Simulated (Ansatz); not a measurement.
CsPbI₃ (cubic perovskite)

```
CELL_PARAMETERS angstrom
      6.39047     0.00000     0.00000
      0.00000     6.39047     0.00000
      0.00000     0.00000     6.39047
ATOMIC_POSITIONS crystal
  Cs 0.00000 0.00000 0.00000
  Pb 0.50000 0.50000 0.50000
  I  0.00000 0.50000 0.50000
  I  0.50000 0.50000 0.00000
  I  0.50000 0.00000 0.50000
```

In each cell atom 4 (I, nearest neighbour Pb at 3.195 Å; its periodic images, 6.4 Å or more away, move with it) moves by s·(0.577, 0.577, 0.577) (along Cartesian [111]), the rest being held.

These are PBE (plane waves to 420 eV, PAW, scalar-relativistic; Ansatz, a quantum-chemistry and plane-wave program) values and carry that method's errors. k mesh 4×4×4 (Γ-centred), Fermi-Dirac smearing 0.05 eV. Energies are smeared free energies. On this mesh the relaxed cell isn't quite at rest: it carries a pressure of 0.1 GPa (compression positive) at the zero of the scan. CsPbI3 was relaxed with its symmetry unable to fall. Spin-orbit coupling is left out, though I and Pb are heavy. This is a high-temperature form of CsPbI3. The zero of ΔE is the undisplaced structure.

```
s (Å)   ΔE (meV/cell)
------  -------------
-0.320           31.2
-0.256       withheld
-0.192           10.0
-0.128            4.3
-0.064            1.0
0.000             0.0
0.064             1.0
0.128             4.3
0.192            10.0
0.256        withheld
0.320            31.2
```

### Question
Fit an even polynomial form (powers 2, 4) to the given rows and predict ΔE at s = -0.256.

### Answer
Least squares on the 9 given rows: ΔE = (252.7)·s² + (507.4)·s⁴, in meV/cell with s in Å; root-mean-square residual 0.02 meV/cell. At -0.256 the fit gives 18.7 meV/cell; the calculation gives 18.8 meV/cell, so the interpolation is off by -0.1 (-0.5 %). The quadratic term alone would give 16.6 meV/cell.

(A displaced cell: forces are minus the slopes of the energy, force constants its curvatures, and phonons follow from these.)
